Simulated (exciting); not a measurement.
## ZnSe (Stilleite): single point with LDA

**What was measured.**

From “Alloy Disordering Effects on the Thermal Conductivity and Energy Gap Temperature Dependence of Cd1−xZnxSe Ternary Crystals Grown by the Bridgman Method”, 2023, pmc:10253836, for a bulk crystal of ZnSe at 300 K: band gap 2.695 ± 0.003 eV (an exciton energy, a little under the gap).

ZnSe (Stilleite):

```
CELL_PARAMETERS angstrom
0.00000 2.83380 2.83380
2.83380 0.00000 2.83380
2.83380 2.83380 0.00000
ATOMIC_POSITIONS crystal
Se 0.25000 0.25000 0.25000
Zn 0.00000 0.00000 0.00000
```

```
Program             : exciting (release sodium)
Task                : single point
Functional          : LDA
Potentials or basis : all-electron LAPW+lo, shipped species files, valence relativity iora*
rgkmax              : 9
k mesh              : 8 × 8 × 8
Occupations         : gaussian, width 0.1 eV
Spin                : no spin polarisation
```

```json
{
  "Band gap on the k mesh": "1.03 eV, direct",
  "All electrons inside the program's atomic spheres": "Se 31.27; Zn 28.13 (radii Se 2.0, Zn 2.0 bohr)"
}
```

Levels at points of the mesh, in eV from the valence-band top:
```csv
k point,band 13,band 14,band 15,band 16,band 17,band 18,band 19,band 20,band 21,band 22
"(0.00, 0.00, 0.00)",-6.31,-6.31,0.00,0.00,0.00,1.03,5.72,5.72,5.72,9.64
"(0.50, 0.00, 0.00)",-6.30,-6.16,-5.28,-0.87,-0.87,2.36,6.31,6.31,8.36,10.72
"(0.50, 0.50, 0.00)",-6.27,-6.13,-4.83,-2.20,-2.20,2.82,3.33,10.50,11.09,11.09
```

It took 2.7 min on 1 thread of Intel(R) Xeon(R) Platinum 8488C (Sapphire Rapids), with other jobs on the host, peak memory 0.15 GiB.

Against the measured gap of ZnSe, 2.695 eV (an exciton energy, a little under the gap; 300 K; “Alloy Disordering Effects on the Thermal Conductivity and Energy Gap Temperature Dependence of Cd1−xZnxSe Ternary Crystals Grown by the Bridgman Method”, 2023, pmc:10253836), the calculated 1.03 eV is off by -1.66 eV. So large a miss can be the level of theory's own, or it may mean another phase, state or a wrong row. Spin-orbit coupling on Se is left out. The value is that of LDA, without temperature or zero-point motion. Semilocal functionals fall short of measured gaps as a rule.
